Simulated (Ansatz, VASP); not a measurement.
Two plane-wave programs on Bi

File INCAR:

```
  PREC = Accurate
  ENCUT = 520
  EDIFF = 1E-6
  ISMEAR = 0
  SIGMA = 0.1
  LREAL = F
  LASPH = T
  NELM = 100
  ALGO = Fast
  ISIF = 2
  LWAVE = F
  LCHARG = F
  GGA = PS
  NBANDS = 14
```

The input KPOINTS:

```
regular mesh
0
Gamma
  14 14 14
```

The input POSCAR:

```
Bi
1.0
   -1.8879268250      2.0572598783      1.8809323752
    1.8879268250     -2.0572598783      1.8809323752
    1.9099603325      2.0792933858     -1.8809323752
Bi
1
Direct
    0.0000000000      0.0000000000      0.0000000000
```

Input for Ansatz:

```yaml
crystal:
  lattice:
    - [-1.887926825, 2.0572598783, 1.8809323752]
    - [1.887926825, -2.0572598783, 1.8809323752]
    - [1.9099603325, 2.0792933858, -1.8809323752]
  atoms:
    - { symbol: Bi, position: [0.0, 0.0, 0.0] }
basis:
  ecutwfc: 420
kpoints:
  mp_grid: { grid: [14, 14, 14] }
hamiltonian:
  xc: pbesol
scf:
  occupations: { method: gaussian, width: 0.1 }
output:
  forces: true
  stress: true
  eigenvalues: true
```

Alike in both runs: task single point; functional PBEsol; k mesh 14 × 14 × 14; occupations gaussian, width 0.1 eV; no spin polarisation.

|  | VASP | Ansatz |
| --- | --- | --- |
| version | VASP 6.6.1 | Ansatz 0.2.0 |
| potentials or method | VASP PAW PBE potentials, release 64 (Bi_d) | scalar-relativistic, plane waves, PAW |
| plane-wave cutoff (eV) | 520 | 420 |
| valence electrons in the cell | 15 | 15 |

|  | VASP | Ansatz | Ansatz less VASP |
| --- | --- | --- | --- |
| gap on the k mesh at the Fermi level (eV) | none | none | - |
| pressure (GPa) | 1.0 | 1.0 | +0.01 |
| largest component of the traceless stress (GPa) | 0.85 | 0.86 | +0.010 |

A gap of «none» marks a metal or a gap that the smearing closes.

Caveats: the PAW data sets were made with another functional, which shifts forces and pressure a little (VASP); spin-orbit coupling is left out, which moves the levels of the heavy elements.
